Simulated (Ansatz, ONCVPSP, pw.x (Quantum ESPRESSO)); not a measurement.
**From atom to crystal: ONCV potential for gallium**

Ga (Z = 31), optimised norm-conserving Vanderbilt (ONCV), made with ONCVPSP 4.0.1.1 (patched build) (PBE, scalar-relativistic). Core [Ar] 3d10, reference 4s2 4p1. Waves: 4s: rc 1.85 bohr, ncon 4, nbas 8, qcut 3.8 1/bohr, local; 4p: rc 1.95 bohr, ncon 4, nbas 9, qcut 4.6 1/bohr, 2 projectors, debl 0.8 Ha; d scattering state at 0.4 Ha: rc 1.85 bohr, ncon 4, nbas 8, qcut 6 1/bohr, 2 projectors, debl 3.8 Ha. Local part: the s channel. Core correction: none.

Atomic tests: cutoffs needed: 7.1 Ha and 28 Ha (the cutoffs (Ha) at which the residual kinetic energy of the hardest occupied pseudo-wave falls to 1 and 0.1 mHa per electron) The cutoffs count occupied waves only; projector 2 of the d channel, the hardest unoccupied one, needs 92 Ha at the loose tolerance.; ghost test: ghosts flagged at negative energy: p at -1775.6 eV, d at -138.1 eV; no localised positive-energy state flagged; a true bound ghost makes a file unfit for plane-wave use; largest excitation error: +58 meV (all-electron minus pseudo) for 4s1 4p0, out of 4 test configurations.

Crystal test: fcc Ga in pw.x 7.5, no spin, 13³ k-points, Fermi–Dirac smearing 0.01 Ry, cutoffs 65/260 Ry. The reference is all-electron LAPW (Ansatz 0.2.0) with the same functional, mesh and smearing; V0 and B0 come from Birch–Murnaghan fits to the pressures at five volumes. Errors are pseudo minus all-electron; Δ is the rms difference of the E(V) curves that follow from these fits, minima aligned, over ±6 % about the mean V0. Mesh and smearing are coarse, so the numbers serve the comparison and aren't converged zero-temperature values; the lattice is a test structure that the element need not adopt.

All-electron: a0 = 4.236 Å (V0 = 19.00 Å³/atom), B0 = 48.8 GPa.

Task: How far does the potential miss the all-electron equation of state?

Result: converged, but broken (pressure over 100 GPa off). The pressure does not cross zero within the volumes sampled, so no fit is given. The pseudo pressure rises with volume over the whole range, a mechanical instability. Note: ghosts flagged at negative energy: p at -1775.6 eV, d at -138.1 eV; no localised positive-energy state flagged. A true bound ghost makes a file unfit for plane-wave use. A pressure error of this size marks a broken potential; the numbers have no physical meaning.

```tsv
V (Å³/atom)	P all-electron (GPa)	P pseudo (GPa)
18.074	2.74	-8257.74
18.549	1.23	-7987.13
19.025	-0.07	-7733.02
19.501	-1.20	-7659.30
19.976	-2.17	-7547.50
```

The run at the middle volume (84 k-points, 10 iterations) took about 22 s on one core of a shared host (Neoverse-N1, 64 threads, 124 GiB, load 61).
